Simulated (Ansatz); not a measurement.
TiO2:

```
Ti O
1.0
     4.59984    0.00000    0.00000
     0.00000    4.59984    0.00000
     0.00000    0.00000    2.95921
Ti O
2 4
Direct
  0.00000 0.00000 0.50000
  0.50000 0.50000 0.00000
  0.30432 0.30432 0.50000
  0.19568 0.80432 0.00000
  0.80432 0.19568 0.00000
  0.69568 0.69568 0.50000
```

The cell is a database's computed one.

| Quantity | Value |
| --- | --- |
| Program | Ansatz 0.2.0 |
| Task | relaxation of cell and atoms |
| Functional | PBE |
| Potentials or basis | Ansatz PAW earlier set |
| Cutoff | 910 eV |
| Density cutoff | 3640 eV |
| k mesh | 6 × 6 × 9 |
| Occupations | fermi-dirac, width 0.05 eV |
| Spin | no spin polarisation |

At the start: volume 10.44 Å³/atom.

Question: Where does the relaxation end?

Answer: It ends after 6 steps and the volume is 10.65 Å³/atom (+2.1 %); space group P4_2/mnm (No. 136, to 0.05 Å).

Step by step:
```csv
step,energy change (eV),largest force (eV/Å),volume (Å³)
1,0.0000,0.0040,62.61
2,-0.0148,0.0696,63.45
3,-0.0170,0.0404,63.86
4,-0.0173,0.0068,63.90
5,-0.0174,0.0030,63.90
6,-0.0179,0.0030,63.90
```

Final structure:
```
Ti O
1.0
     4.64304    0.00000    0.00000
     0.00000    4.64304    0.00000
     0.00000    0.00000    2.96424
Ti O
2 4
Direct
  0.00000 0.00000 0.50000
  0.50000 0.50000 0.00000
  0.30511 0.30511 0.50000
  0.19489 0.80511 0.00000
  0.80511 0.19489 0.00000
  0.69489 0.69489 0.50000
```

Caveat: the plane-wave basis is chosen anew once the cell has moved, so the energies of steps on either side of that aren't comparable.
